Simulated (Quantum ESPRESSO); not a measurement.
WC (Qusongite):

```
CELL_PARAMETERS angstrom
2.90650 0.00000 0.00000
-1.45325 2.51710 0.00000
0.00000 0.00000 2.83660
ATOMIC_POSITIONS crystal
W 0.00000 0.00000 0.00000
C 0.66667 0.33333 0.50000
```

Base run:

- Program: Quantum ESPRESSO 7.5
- Functional: PBE
- Potentials or basis: SSSP 1.3 efficiency PBE
- Cutoff: 748 eV
- Density cutoff: 5987 eV
- k mesh: 10 × 10 × 9
- Occupations: fermi-dirac, width 0.05 eV
- Spin: no spin polarisation

Its results: band gap on the k mesh none (metal or under the smearing width); pressure 6.4 GPa.

Task: The run is repeated on the same cell with these changes: potentials or basis from SSSP 1.3 efficiency PBE to PseudoDojo 0.4.1 SR PBE standard; cutoff from 748 eV to 1116 eV; density cutoff from 5987 eV to 4463 eV. What comes out?

Result: Band gap on the k mesh none (metal or under the smearing width); pressure 5.7 GPa.

Not every run made on this cell is shown here.
